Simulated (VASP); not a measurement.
# Si, excitons by G0W0 and the Bethe-Salpeter equation: which settings are enough?

Si, Fd-3m (no. 227), 2 atoms in the cell. PBE, G0W0 and BSE; PAW potentials Si_GW (PBE set). VASP 6.6.1.

Wanted: first bright excitation within 0.05 eV; spectrum (imaginary part of ε) within 15 %.

GW step before the BSE: G0W0.

POSCAR:
```
Si
1.0
    0.0000000000      2.7218511865      2.7218511865
    2.7218511865      0.0000000000      2.7218511865
    2.7218511865      2.7218511865      0.0000000000
Si
2
Direct
    0.5000000000      0.5000000000      0.5000000000
    0.7500000000      0.7500000000      0.7500000000
```

The series start from Conduction bands in the pairs: 4; Valence bands in the pairs: 3; Largest pair energy, which also ends the spectrum (eV): 25; Grid for exchange-like terms: Normal; Cutoff of the response function (eV): 120; Bands in all (NBANDS): 64; Frequency points: 48; k mesh: 3 × 3 × 3. Each series keeps the choices made before it, and each single choice may use up half of a tolerance. Times cover all steps of a run.

## Conduction bands in the pairs

| Conduction bands in the pairs | First bright excitation (eV) | Spectrum (imaginary part of ε), largest deviation against the largest value | Time (s) |
|---|---|---|---|
| 1 | 2.981 | 44 % | 17 |
| 2 | 2.969 | 26 % | 17 |
| 4 | 2.959 | 1.5 % | 17 |
| 6 | 2.958 | 0.37 % | 18 |
| 8 (reference) | 2.957 | 0 % | 18 |

Chosen: 4, the loosest value from which every tighter one stays within half of the tolerance.

## Valence bands in the pairs

| Valence bands in the pairs | First bright excitation (eV) | Spectrum (imaginary part of ε), largest deviation against the largest value | Time (s) |
|---|---|---|---|
| 1 | 2.975 | 63 % | 16 |
| 2 | 2.964 | 16 % | 16 |
| 3 | 2.959 | 1.3 % | 17 |
| 4 (reference) | 2.959 | 0 % | 17 |

Chosen: 3.

## Largest pair energy, which also ends the spectrum (eV)

| Largest pair energy, which also ends the spectrum (eV) | First bright excitation (eV) | Spectrum (imaginary part of ε), largest deviation against the largest value | Time (s) |
|---|---|---|---|
| 6 | 2.961 | – | 17 |
| 9 | 2.961 | – | 16 |
| 13 | 2.960 | 0.28 % | 16 |
| 18 | 2.959 | 0.039 % | 17 |
| 25 (reference) | 2.959 | 0 % | 17 |

Chosen: 13.

## Grid for exchange-like terms

| Grid for exchange-like terms | First bright excitation (eV) | Spectrum (imaginary part of ε), largest deviation against the largest value | Time (s) |
|---|---|---|---|
| Normal | 2.960 | 0 % | 16 |
| Fast | 2.960 | 0.035 % | 17 |

Chosen: Normal; no other choice that stays within half of the tolerance saves 30 % of the time.

## Cutoff of the response function (eV)

| Cutoff of the response function (eV) | First bright excitation (eV) | Spectrum (imaginary part of ε), largest deviation against the largest value | Time (s) |
|---|---|---|---|
| 50 | 2.754 | 69 % | 15 |
| 80 | 2.903 | 20 % | 15 |
| 120 | 2.960 | 4.1 % | 16 |
| 160 (reference) | 2.973 | 0 % | 17 |

Chosen: 120.

## Bands in all (NBANDS)

| Bands in all (NBANDS) | First bright excitation (eV) | Spectrum (imaginary part of ε), largest deviation against the largest value | Time (s) |
|---|---|---|---|
| 28 | 2.977 | 2.2 % | 13 |
| 44 | 2.952 | 7.3 % | 15 |
| 64 | 2.960 | 4.6 % | 16 |
| 104 (reference) | 2.971 | 0 % | 18 |

Chosen: 28.

## Frequency points

| Frequency points | First bright excitation (eV) | Spectrum (imaginary part of ε), largest deviation against the largest value | Time (s) |
|---|---|---|---|
| 24 | 2.952 | 11 % | 23 |
| 36 | 2.980 | 7.2 % | 14 |
| 48 | 2.977 | 7.9 % | 13 |
| 72 (reference) | 2.957 | 0 % | 17 |

Chosen: 72; the next looser run is off by more than half of the tolerance, so convergence isn't shown beyond this value.

## k mesh

| k mesh | First bright excitation (eV) | Spectrum (imaginary part of ε), largest deviation against the largest value | Time (s) |
|---|---|---|---|
| 2 × 2 × 2 | 2.880 | 473 % | 12 |
| 3 × 3 × 3 | 2.957 | 163 % | 17 |
| 4 × 4 × 4 | 2.993 | 58 % | 24 |
| 5 × 5 × 5 (reference) | 3.006 | 0 % | 39 |

Chosen: 5 × 5 × 5; the next looser run is off by more than half of the tolerance, so convergence isn't shown beyond this value.

## All choices together

| Input | First bright excitation (eV) | Spectrum (imaginary part of ε), largest deviation against the largest value | Time (s) |
|---|---|---|---|
| coarsest mesh, default bands (naive) | 2.924 | 459 % | 14 |
| chosen settings | 3.006 | 6.2 % | 39 |
| reference settings throughout | 3.044 | 0 % | 103 |

The chosen settings stay within the tolerance of the reference run, but the reference itself isn't shown to be converged in: Frequency points, k mesh.

## The input

INCAR.step1:
```
SYSTEM = Si
  EDIFF = 1E-8
  ENCUT = 250
  ISMEAR = 0
  KPAR = 4
  LASPH = .TRUE.
  LCHARG = .FALSE.
  LWAVE = .TRUE.
  PREC = Accurate
  SIGMA = 0.02
```

INCAR.step2, as INCAR.step1 but for:
```
- EDIFF = 1E-8
+ ALGO = Exact
+ EDIFF = 1E-7
+ ISTART = 1
+ LOPTICS = .TRUE.
+ NBANDS = 28
+ NEDOS = 2000
+ NELM = 1
```

INCAR.step3:
```
SYSTEM = Si
  ALGO = EVGW0
  ENCUT = 250
  ENCUTGW = 120
  ISMEAR = 0
  ISTART = 1
  KPAR = 4
  LASPH = .TRUE.
  LCHARG = .FALSE.
  LWAVE = .TRUE.
  NBANDS = 28
  NBANDSGW = 20
  NELMGW = 1
  NOMEGA = 72
  PREC = Accurate
  PRECFOCK = Fast
  SIGMA = 0.02
```

INCAR.step4:
```
SYSTEM = Si
  ALGO = BSE
  ANTIRES = 0
  CSHIFT = 0.15
  ENCUT = 250
  ENCUTGW = 120
  IBSE = 2
  ISMEAR = 0
  ISTART = 1
  KPAR = 4
  LASPH = .TRUE.
  LCHARG = .FALSE.
  LWAVE = .FALSE.
  NBANDS = 28
  NBANDSO = 3
  NBANDSV = 4
  NBSEEIG = 4
  NOMEGA = 1000
  OMEGAMAX = 13
  PREC = Accurate
  PRECFOCK = Normal
  SIGMA = 0.02
```

KPOINTS:
```
Automatic mesh
0
Gamma
  5 5 5
  0 0 0
```

Commands (each step's output is kept before the next begins):
```
cat potpaw_PBE.64/Si_GW/POTCAR > POTCAR
cp INCAR.step1 INCAR
mpirun -np 4 vasp_std > vasp.out
cp INCAR.step2 INCAR
mpirun -np 4 vasp_std > vasp.out
cp INCAR.step3 INCAR
mpirun -np 4 vasp_std > vasp.out
cp INCAR.step4 INCAR
mpirun -np 4 vasp_std > vasp.out
```

Limits: The 5×5×5 mesh is coarse for a spectrum: peaks stand apart that a denser mesh merges; bands, mesh and cutoff of the G0W0 step are small, so absolute energies aren't converged; the pairs hold 3 valence and 4 conduction bands, and what lies beyond is missing from ε.

The chosen input took VASP 6.6.1 39 s on 4 cores (Intel Xeon Platinum 8259CL @ 2.50GHz (Skylake/Cascade Lake)), a shared host.

## An input that fails: NBANDSO 1, NBANDSV 1, OMEGAMAX 1

VASP's message: The number of conduction band and valence band pairs is zero. This indicates that NBANDSV or NBANDSO are not properly set up. The VASP default is to set them to the number of occupied orbitals. Try to set them manually. It is also possible that OMEGAMAX is too small; please increase ….

Changes against the starting input:
```
(step 4)
- NBANDSO = 3
- NBANDSV = 4
- OMEGAMAX = 25
+ NBANDSO = 1
+ NBANDSV = 1
+ OMEGAMAX = 1.0
```
